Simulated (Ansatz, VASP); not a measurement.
# Mg: VASP beside Ansatz

```
Mg
1.0
     3.23053    0.00000    0.00000
    -1.61526    2.79772    0.00000
     0.00000    0.00000    5.24484
Mg
2
Direct
  0.33333 0.66667 0.25000
  0.66667 0.33333 0.75000
```

Change from the starting cell: volume scaled by 1.02, PAW files.

Alike in both runs: task electric field gradients; functional LDA; k mesh 12 × 12 × 7; occupations fermi-dirac, width 0.05 eV; no spin polarisation.

|  | VASP | Ansatz |
| --- | --- | --- |
| version | VASP 6.6.1 | Ansatz 0.2.0 |
| potentials or method | VASP PAW LDA potentials, release 64 (Mg) | PAW with Ansatz's default frozen-core files, scalar-relativistic |
| plane-wave cutoff (eV) | 520 | 420 |
| valence electrons in the cell | 4 | 20 |

Ansatz gave:

| Quantity | Value |
| --- | --- |
| pressure (GPa) | -3.1 |
| largest component of the traceless stress (GPa) | 0.58 |
| Vzz of the field gradient on the site that differs most (V/Å²) | 1.4 |

**Question.** What did VASP give for the same quantities?

**Answer.** Pressure (GPa): -3.4; largest component of the traceless stress (GPa): 0.58; Vzz of the field gradient on the site that differs most (V/Å²): 1.3.

The two sets of potentials don't hold the same shells in valence.
